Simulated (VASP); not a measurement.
A run of VASP 6.6.1 is set up as follows.

File INCAR:

```
PREC = Accurate
ENCUT = 520
EDIFF = 1E-6
ISMEAR = -1
SIGMA = 0.05
LREAL = False
LASPH = True
NELM = 100
ALGO = Normal
ISIF = 2
LWAVE = False
LCHARG = False
ISPIN = 2
MAGMOM = 1
LORBIT = 11
LMAXMIX = 4
LDAU = True
LDAUTYPE = 2
LDAUL = 2
LDAUU = 6
LDAUJ = 0
LDAUPRINT = 1
LDIPOL = True
IDIPOL = 3
DIPOL = 0.5 0.5 0.294
```

KPOINTS

```
regular mesh
0
Gamma
  9 9 1
```

The input POSCAR:

```
Ni
1.0
    2.2591100000      0.0000000000      0.0000000000
    0.0000000000      2.2591100000      0.0000000000
    0.0000000000      0.0000000000     23.8000000000
Ni
1
Direct
    0.5000000000      0.5000000000      0.2941200000
```

Potentials or basis: VASP PAW LDA potentials, release 64 (Ni).

Launch:

```console
$ cat potpaw_LDA.64/Ni/POTCAR > POTCAR
$ mpirun -np 1 vasp_std > vasp.out
```

Task: Estimate the net moment.

Result: 0.91 μB per cell.

Task: What does it give for the site moments?

Result: Ni +0.92 μB.

Eigenvalues of the final occupation matrices:
| site | spin | trace | eigenvalues |
| --- | --- | --- | --- |
| site 1 d | 1 | 4.78 | 0.95 0.95 0.95 0.96 0.96 |
| site 1 d | 2 | 3.84 | 0.03 0.95 0.95 0.95 0.96 |

Caveat: the U is typed as a test and isn't derived for this compound. The state reached can hang on the start; a lower one may exist.
